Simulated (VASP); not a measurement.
# S (Fm-3m) in VASP: single point with r2SCAN

Aim: the single point of S with r2SCAN.

Everything below comes from runs of VASP 6.6.1. Logs are shortened: lines on timing, memory, paths and dates and some standing lists are left out, and cuts for length are marked.

**1. The crystal as given**

It takes space group Fm-3m (No. 225, cubic). The conventional cell has a = 3.989 Å, b = 3.989 Å, c = 3.989 Å, α = 90.00°, β = 90.00°, γ = 90.00°. S (site symmetry m-3m) has 12 S at 2.82 Å as nearest neighbours.

This isn't the form of S at room conditions, which is orthorhombic, of S8 rings.

**2. Single point, r2SCAN**

POSCAR reads:

```
S
1.0
    0.0000000000      1.9943503440      1.9943503440
    1.9943503440      0.0000000000      1.9943503440
    1.9943503440      1.9943503440      0.0000000000
S
1
Direct
    0.0000000000      0.0000000000      0.0000000000
```

INCAR.step1 reads:

```
SYSTEM = S
PREC = Accurate
ENCUT = 520
ISMEAR = 0
SIGMA = 0.1
LREAL = .FALSE.
LASPH = .TRUE.
NELM = 80
NBANDS = 9
GGA = PE
ALGO = Normal
EDIFF = 1E-4
LWAVE = .TRUE.
LCHARG = .FALSE.
```

INCAR.step2 reads:

```
SYSTEM = S
PREC = Accurate
ENCUT = 520
EDIFF = 1E-6
ISMEAR = 0
SIGMA = 0.1
LREAL = .FALSE.
LASPH = .TRUE.
NELM = 80
ALGO = Normal
ISIF = 2
LWAVE = .FALSE.
LCHARG = .FALSE.
METAGGA = R2SCAN
LMIXTAU = .TRUE.
NBANDS = 9
ISTART = 1
```

KPOINTS reads:

```
Automatic mesh
0
G
  8 8 8
  0 0 0
```

Potentials or basis: VASP PAW PBE potentials, release 64 (S).

Started as:

```sh
$ cat potpaw_PBE.64/S/POTCAR > POTCAR
$ cp INCAR.step1 INCAR
$ mpirun -np 1 vasp_std > vasp.out
$ cp INCAR.step2 INCAR
$ mpirun -np 1 vasp_std > vasp.out
```

OUTCAR:

```text
SYSTEM = S
   PREC = Accurate
   ENCUT = 520
   EDIFF = 1E-6
   ISMEAR = 0
   LREAL = .FALSE.
   LASPH = .TRUE.
   NELM = 80
   ISIF = 2
   METAGGA = R2SCAN
   ISTART = 1

 ion  position               nearest neighbor table
   1  0.000  0.000  0.000-

  LATTYP: Found a face centered cubic cell.
 ALAT       =     3.9887006880

  Lattice vectors:

 A1 = (   0.0000000000,   1.9943503440,   1.9943503440)
 A2 = (   1.9943503440,   0.0000000000,   1.9943503440)
 A3 = (   1.9943503440,   1.9943503440,   0.0000000000)

Analysis of symmetry for initial positions (statically):
=====================================================================
 Subroutine PRICEL returns:
 Original cell was already a primitive cell.

 Routine SETGRP: Setting up the symmetry group for a
 face centered cubic supercell.

 Subroutine GETGRP returns: Found 48 space group operations
 (whereof 48 operations were pure point group operations)
 out of a pool of 48 trial point group operations.

The static configuration has the point symmetry O_h .

Analysis of symmetry for dynamics (positions and initial velocities):
=====================================================================
 Subroutine PRICEL returns:
 Original cell was already a primitive cell.

 Routine SETGRP: Setting up the symmetry group for a
 face centered cubic supercell.

 Subroutine GETGRP returns: Found 48 space group operations
 (whereof 48 operations were pure point group operations)
 out of a pool of 48 trial point group operations.

The dynamic configuration has the point symmetry O_h .

 Subroutine INISYM returns: Found 48 space group operations
 (whereof 48 operations are pure point group operations),
 and found     1 'primitive' translations

----------------------------------------------------------------------------------------

                                     Primitive cell

  volume of cell :      15.8648

  direct lattice vectors                    reciprocal lattice vectors
     0.000000000  1.994350344  1.994350344    -0.250708208  0.250708208  0.250708208
     1.994350344  0.000000000  1.994350344     0.250708208 -0.250708208  0.250708208
     1.994350344  1.994350344  0.000000000     0.250708208  0.250708208 -0.250708208

  length of vectors
     2.820437305  2.820437305  2.820437305     0.434239353  0.434239353  0.434239353

  position of ions in fractional coordinates (direct lattice)
     0.000000000  0.000000000  0.000000000

  ion indices of the primitive-cell ions
   primitive index   ion index
                 1           1

----------------------------------------------------------------------------------------

 KPOINTS: Automatic mesh

Automatic generation of k-mesh.
 Grid dimensions read from file:
 generate k-points for:    8    8    8

 Generating k-lattice:

  Cartesian coordinates                     Fractional coordinates (reciprocal lattice)
    -0.031338526  0.031338526  0.031338526     0.125000000  0.000000000  0.000000000
     0.031338526 -0.031338526  0.031338526     0.000000000  0.125000000  0.000000000
     0.031338526  0.031338526 -0.031338526     0.000000000  0.000000000  0.125000000

  Length of vectors
     0.054279919  0.054279919  0.054279919

  Shift w.r.t. Gamma in fractional coordinates (k-lattice)
     0.000000000  0.000000000  0.000000000

 Subroutine IBZKPT returns following result:
 ===========================================

 Found     29 irreducible k-points:

 Following reciprocal coordinates:
            Coordinates               Weight
  0.000000  0.000000  0.000000      1.000000
  0.125000  0.000000  0.000000      8.000000
  0.250000  0.000000  0.000000      8.000000
  0.375000  0.000000  0.000000      8.000000
  0.500000  0.000000  0.000000      4.000000
  0.125000  0.125000  0.000000      6.000000
[... 16 lines left out ...]
  0.500000  0.250000  0.125000     48.000000
 -0.375000  0.250000  0.125000     24.000000
 [... further k-points ...]
   k-points           NKPTS =     29   k-points in BZ     NKDIM =     29   number of bands    NBANDS=      9
   number of dos      NEDOS =    301   number of ions     NIONS =      1
   total plane-waves  NPLWV =  13824
   dimension x,y,z NGX =    24 NGY =   24 NGZ =   24
   dimension x,y,z NGXF=    48 NGYF=   48 NGZF=   48
   ions per type =               1
   NGX,Y,Z   is equivalent  to a cutoff of  14.15, 14.15, 14.15 a.u.
   NGXF,Y,Z  is equivalent  to a cutoff of  28.29, 28.29, 28.29 a.u.
 SYSTEM =  S
   PREC   = accura    normal or accurate (medium, high low for compatibility)
   ISTART =      1    job   : 0-new  1-cont  2-samecut
   ICHARG =      0    charge: 1-file 2-atom 10-const
   ISPIN  =      1    spin polarized calculation?
   LNONCOLLINEAR =      F non collinear calculations
   LSORBIT =      F    spin-orbit coupling
   LASPH  =      T    aspherical Exc in radial PAW
   ENCUT  =  520.0 eV  38.22 Ry    6.18 a.u.   5.24  5.24  5.24*2*pi/ulx,y,z
   NELM   =     80;   NELMIN=  2; NELMDL=  0     # of ELM steps
   EDIFF  = 0.1E-05   stopping-criterion for ELM
   LREAL  =      F    real-space projection
   EDIFFG = 0.1E-04   stopping-criterion for IOM
   NSW    =      0    number of steps for IOM
   IBRION =     -1    ionic relax: 0-MD 1-quasi-New 2-CG
   NFREE  =      0    steps in history (QN), initial steepest desc. (CG)
   ISIF   =      2    stress and relaxation
   ISYM   =      2    0-nonsym 1-usesym 2-fastsym
   POTIM  = 0.5000    time-step for ionic-motion
   TEBEG  =    0.0;   TEEND  =   0.0 temperature during run
   PSTRESS=    0.0 pullay stress
   NELECT =       6.0000    total number of electrons
   NUPDOWN=      -1.0000    fix difference up-down
   EMIN   =  10.00;   EMAX   =-10.00  energy-range for DOS
   EFERMI =   0.00;   METHOD = LEGACY
   ISMEAR =     0;   SIGMA  =   0.10  broadening in eV -4-tet -1-fermi 0-gaus
   EFERMI_NEDOS =   21; number of points for ismear=-14 and -15
   IALGO  =     38    algorithm
   IMIX   =      4    mixing-type and parameters
     AMIX     =   0.40;   BMIX     =  1.00
     AMIX_MAG =   1.60;   BMIX_MAG =  1.00
  volume/ion in A,a.u.               =      15.86       107.06
  Fermi-wavevector in a.u.,A,eV,Ry     =   1.183897  2.237240 19.070080  1.401611
  Thomas-Fermi vector in A             =   2.320122
   LORBIT       =      0    0 simple, 1 ext, 2 COOP (PROOUT), +10 PAW based schemes
   METAGGA = R2SCAN    functional components
   LHFCALC =     F    Hartree Fock is set to
   AEXX    =    0.0000 exact exchange contribution
   IVDW    =     0    specifies the selected vdW correction
   LEPSILON=     F    determine dielectric tensor
   LRPA    =     F    only Hartree local field effects (RPA)
 non-spin polarized calculation
 Gauss-broadening in eV      SIGMA  =   0.10
  energy-cutoff  :      520.00
  volume of cell :       15.86
 maximum number of plane-waves:       444
 NGX is ok and might be reduce to    24
   NGX = 11   NGY = 11   NGZ = 11

 number of electron       5.9999999 magnetization

 Free energy of the ion-electron system (eV)
  ---------------------------------------------------
  ext. energy  EPLUGINS =         0.00000000
  ---------------------------------------------------
  free energy    TOTEN  =        -6.56322813 eV

  energy without entropy =       -6.55895542  energy(sigma->0) =       -6.56109178

 E-fermi :   7.4307     XC(G=0): -11.7976

 val. band max:        7.3304216338   @ k =  -0.3750   0.1250   0.0000
 cond. band min:       7.5029945259   @ k =  -0.2500   0.1250   0.0000
 fundamental gap:      0.1725728921
 Fermi energy:         7.4307357662

 k-point     1 :       0.0000    0.0000    0.0000
  band No.  band energies     occupation
      1     -10.1943      2.00000
      2      10.6525      0.00000
      3      10.6525      0.00000
      4      10.6525      0.00000
      5      19.9821      0.00000
      6      19.9821      0.00000
      7      19.9821      0.00000
      8      22.9980      0.00000
      9      25.5156      0.00000

 k-point     2 :       0.1250    0.0000    0.0000
  band No.  band energies     occupation
      1      -9.8094      2.00000
      2       8.7217      0.00000
      3      10.3785      0.00000
      4      10.3785      0.00000
      5      19.4188      0.00000
      6      20.5655      0.00000
      7      20.5655      0.00000
      8      24.1960      0.00000
      9      24.6474      0.00000

 k-point     3 :       0.2500    0.0000    0.0000
  band No.  band energies     occupation
      1      -8.6927      2.00000
      2       4.9737      2.00000
      3       9.8390      0.00000
      4       9.8390      0.00000
      5      18.3918      0.00000
      6      20.6412      0.00000
      7      20.6412      0.00000
      8      25.0619      0.00000
      9      25.0619      0.00000

 k-point     4 :       0.3750    0.0000    0.0000
  band No.  band energies     occupation
      1      -7.0467      2.00000
      2       1.4062      2.00000
      3       9.4146      0.00000
      4       9.4146      0.00000
      5      17.7067      0.00000
      6      19.6468      0.00000
      7      19.6468      0.00000
      8      26.1565      0.00000
      9      27.9416      0.00000

 k-point     5 :       0.5000    0.0000    0.0000
  band No.  band energies     occupation
      1      -5.9236      2.00000
      2      -0.3953      2.00000
      3       9.2629      0.00000
      4       9.2629      0.00000
      5      17.4817      0.00000
      6      19.2096      0.00000
      7      19.2096      0.00000
      8      25.7120      0.00000
      9      30.0469      0.00000

 k-point     6 :       0.1250    0.1250    0.0000
  band No.  band energies     occupation
      1      -9.6807      2.00000
      2       9.2809      0.00000
      3       9.6991      0.00000
      4       9.6991      0.00000
      5      18.2701      0.00000
      6      21.5514      0.00000
      7      21.5514      0.00000
      8      21.9813      0.00000
      9      25.1718      0.00000
[... 169 lines left out ...]
 k-point    21 :       0.5000    0.5000    0.0000
  band No.  band energies     occupation
      1      -4.1905      2.00000
      2       0.6013      2.00000
      3       6.3967      2.00000
      4       6.3967      2.00000
      5      13.2475      0.00000
      6      13.6533      0.00000
      7      30.1916      0.00000
      8      31.6563      0.00000
      9      31.6563      0.00000

 k-point    22 :       0.3750    0.2500    0.1250
  band No.  band energies     occupation
      1      -7.7251      2.00000
      2       4.8233      2.00000
      3       6.6578      2.00000
      4       8.9202      0.00000
      5      18.0527      0.00000
      6      18.6373      0.00000
      7      21.8969      0.00000
      8      24.4426      0.00000
      9      26.3661      0.00000

 k-point    23 :       0.5000    0.2500    0.1250
  band No.  band energies     occupation
      1      -6.1590      2.00000
      2       2.1632      2.00000
      3       5.6739      2.00000
      4       8.0448      0.00000
      5      17.6992      0.00000
      6      19.4563      0.00000
      7      21.8781      0.00000
      8      24.7959      0.00000
      9      28.1421      0.00000

 k-point    24 :      -0.3750    0.2500    0.1250
  band No.  band energies     occupation
      1      -5.1281      2.00000
      2       0.5869      2.00000
      3       5.5298      2.00000
      4       7.6035      0.01455
      5      17.5049      0.00000
      6      19.3361      0.00000
      7      23.2136      0.00000
      8      24.7505      0.00000
      9      28.7170      0.00000

 [... further k-points ...]

------------------------ aborting loop because EDIFF is reached ----------------------------------------

  FORCE on cell =-STRESS in cart. coord.  units (eV):
  Direction    XX          YY          ZZ          XY          YZ          ZX
  --------------------------------------------------------------------------------------
  -------------------------------------------------------------------------------------
  Total        0.0907308      0.0907308      0.0907308      0.0000000      0.0000000      0.0000000
  in kB        9.1628593      9.1628593      9.1628593      0.0000000      0.0000000      0.0000000
  external PRESSURE =       9.1628593 kB  Pullay stress =       0.0000000 kB

 VOLUME and BASIS-vectors are now :
 -----------------------------------------------------------------------------
  energy-cutoff  :      520.00
  volume of cell :       15.86
      direct lattice vectors                 reciprocal lattice vectors
     0.000000000  1.994350344  1.994350344    -0.250708208  0.250708208  0.250708208
     1.994350344  0.000000000  1.994350344     0.250708208 -0.250708208  0.250708208
     1.994350344  1.994350344  0.000000000     0.250708208  0.250708208 -0.250708208

 POSITION                                       TOTAL-FORCE (eV/Angst)
 -----------------------------------------------------------------------------------
      0.00000      0.00000      0.00000         0.000000      0.000000      0.000000
 -----------------------------------------------------------------------------------
    total drift:                                0.000000      0.000000     -0.000000

  FREE ENERGIE OF THE ION-ELECTRON SYSTEM (eV)
  ---------------------------------------------------
  free  energy   TOTEN  =        -6.5632281289 eV

  energy  without entropy=       -6.5589554243  energy(sigma->0) =       -6.56109178
```

Wall time 7.3 s (1 thread of Intel Xeon 6975P-C (Granite Rapids), shared host); peak memory 0.13 GiB.

Results:

| Property | Result |
| --- | --- |
| Free energy | -6.5632 eV |
| Pressure | 0.9 GPa |
| Band gap on the k mesh | none (metal or under the smearing width) |

Caveat: the PAW data sets were made with another functional, which shifts forces and pressure a little.
